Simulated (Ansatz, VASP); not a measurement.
## ZrB2: VASP beside Ansatz

```
Zr B
1.0
     3.15126    0.00000    0.00000
    -1.57563    2.72907    0.00000
     0.00000    0.00000    3.49829
Zr B
1 2
Direct
  0.00000 0.00000 0.00000
  0.33333 0.66667 0.50000
  0.66667 0.33333 0.50000
```

Alike in both runs: functional PBE; dispersion D3(BJ); k mesh 6 × 6 × 6; occupations gaussian, width 0.1 eV; no spin polarisation.

Ansatz relaxed the structure, and its values are those at the end. VASP's run is a single point on that final structure, the one shown.

```csv
,VASP,Ansatz
version,VASP 6.6.1,Ansatz 0.2.0
potentials or method,"VASP PAW PBE potentials, release 64 (Zr_sv, B)","scalar-relativistic, plane waves, PAW"
plane-wave cutoff (eV),520,420
valence electrons in the cell,18,18
```

```csv
,VASP,Ansatz,Ansatz less VASP
gap on the k mesh at the Fermi level (eV),none,none,-
pressure (GPa),0.1,-0.1,-0.17
```

A gap of «none» marks a metal or a gap that the smearing closes. The functional is the same, so the differences come from potentials, cutoffs and numerics. Ansatz warned: «structure_snapped_to_symmetry».

Caveats: the k mesh is coarse (spacing up to 0.38 Å⁻¹), so the values aren't converged; pairwise dispersion overbinds metals, which lowers pressure and volume.
